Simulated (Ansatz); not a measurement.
A 2-atom cell of SrO started from a crystallographic database was put through Ansatz (plane waves). The cell was relaxed beforehand with r2SCAN.

The cell given to it:
```
CELL_PARAMETERS angstrom
0.00000 2.57989 2.57989
2.57989 0.00000 2.57989
2.57989 2.57989 0.00000
ATOMIC_POSITIONS crystal
Sr 0.50000 0.50000 0.50000
O 0.00000 0.00000 0.00000
```

Output, abridged:
```
scf.n_extra_bands = 4 over 8 filled bands (N_el = 16.0): the run solves 12 bands
Functional definition: unnamed
ε∞ on k-mesh 4×4×4 of a primitive cell: xx 3.7939, yy 3.7939, zz 3.7939; 3/Tr ε∞, of that cell with its empty space = 0.26358065851437257
Crystal: 2 atoms, lattice volume = 34.343 Å³
Basis set: ecut = 420 eV, 645 PW (Γ)
Bands: 12, of which v1, the nominal top of the filled ones, is band 8 counted from 1 (7 counted from 0)
Symmetry: 48 space group operations
Space group: Fm-3m (ITA 225)
k-points: 16 of 216
preconditioner: auto → none  [insulator: Δε(μ)=5.824 eV  ℏωp=23.7 eV]
hybrid outer 1: dexx = +9.159e-3 eV, tail = 2.11e-5 eV
hybrid outer 2: dexx = +3.644e-7 eV, tail = 2.14e-8 eV, Δε = 3.74e-3 eV
NSCF: frozen V_eff on 7 k-points
hybrid SCF converged: 2 outer / 9 inner (+2 warm-up)
Free energy (F): -4117.007399 eV
Fermi energy:    6.286465 eV
--- Per-component energies (eV) ---
  E_band       = -96.202802
  E_kinetic    = 423.696997
  E_local      = -868.372498
  E_nonlocal   = 248.479022
  E_hartree    = 236.287668
  E_xc         = -189.039571
  E_vxc        = -196.895982
  E_exx        = -52.277098
  E_paw        = -2862.838611
  E_vpaw       = -71.133288
  E_ewald      = -1052.542293
  E_core_change = -0.403407
--- Forces (eV/Å), atoms counted from 1 ---
  atom   1  Sr      0.00000      0.00000      0.00000
  atom   2  O       0.00000      0.00000      0.00000
--- Stress (GPa, compression-positive) ---
       -0.499088       0.000000       0.000000
        0.000000      -0.499088       0.000000
        0.000000       0.000000      -0.499088
  P = ⅓ Tr σ = -0.4991 GPa (-4.991 kbar)
--- Band table (eV; the first three rows and the last of 16) ---
  k-point 0: bands = […, -8.3727, -8.3727, -8.3727, 6.2865, 6.2865, 6.2865, 12.5287, 15.0821, 15.0821, 15.0821]
  k-point 1: bands = […, -8.3923, -8.3923, -8.0458, 5.5617, 5.9526, 5.9526, 13.7136, 14.8212, 15.6402, 15.6402]
  k-point 2: bands = […, -8.4308, -8.4308, -7.5990, 4.4737, 5.3685, 5.3685, 15.0001, 15.9219, 17.0168, 17.0168]
  k-point 15: bands = […, -9.2346, -8.9218, -8.1366, 5.3517, 5.7841, 5.9393, 13.3600, 16.4389, 17.4227, 20.1710]
```

bands.tsv, columns around the gap (it counts bands from 0):
```tsv
# k_distance	band_3	band_4	band_5	band_6	band_7	band_8	band_9	band_10	band_11
# fermi_ev = 6.286465
# [0, 0, 0] at k_distance = 0.000000
# [0.5, 0, 0.5] at k_distance = 1.217722
# [0.625, 0.25, 0.625] at k_distance = 1.648252
# [0.375, 0.375, 0.75] at k_distance = 2.393952
# [0.5, 0.5, 0.5] at k_distance = 3.139651
# [0.5, 0.25, 0.75] at k_distance = 4.000711
# [0, 0.5, 0.5] at k_distance = 5.362165
# levels_relative_to = fermi_ev
0.000	-14.659	-14.659	0.000	0.000	0.000	6.242	8.796	8.796	8.796
1.218	-15.046	-15.046	-0.488	-0.103	-0.103	5.651	10.425	12.902	12.971
1.648	-14.936	-14.466	-0.993	-0.605	-0.516	7.214	10.491	11.425	12.963
2.394	-14.936	-14.466	-0.993	-0.605	-0.516	7.214	10.491	11.425	12.963
3.140	-14.736	-13.712	-2.264	-1.178	-1.178	9.136	10.732	11.628	11.628
4.001	-15.367	-14.250	-1.191	-0.463	-0.463	8.516	8.516	11.314	14.015
5.362	-15.046	-15.046	-0.488	-0.103	-0.103	5.651	10.425	12.902	12.971
```
In order the rows are Γ, X, U, K, L, W, X.

Question: Which of these blocks stood in the input: relax, gw, phonons, dielectric, magnetization (spin_orbit)?

Answer: None of them. A single point prints forces and stress when the output block asks for them.

Question: Which k mesh was typed?

Answer: 6×6×6, Γ-centred.

Question: How were the bands filled?

Answer: Fixed occupations.

Run as `ansatz run input.yaml --threads 2 --pin off --max-ram 2211MiB --backend cpu --events-out ev --progress --plain --runs-dir out`. It took 16 s on 2 threads of Intel(R) Xeon(R) 6975P-C (Granite Rapids), with other jobs on the host, load about 0.3 per core; peak host memory 0.97 GiB.

No spin polarisation and no zero-point or thermal motion.

The stress of a hybrid is loosely converged in these runs.

The meshes of the hybrids are coarse, so their gaps aren't converged to the digits shown.
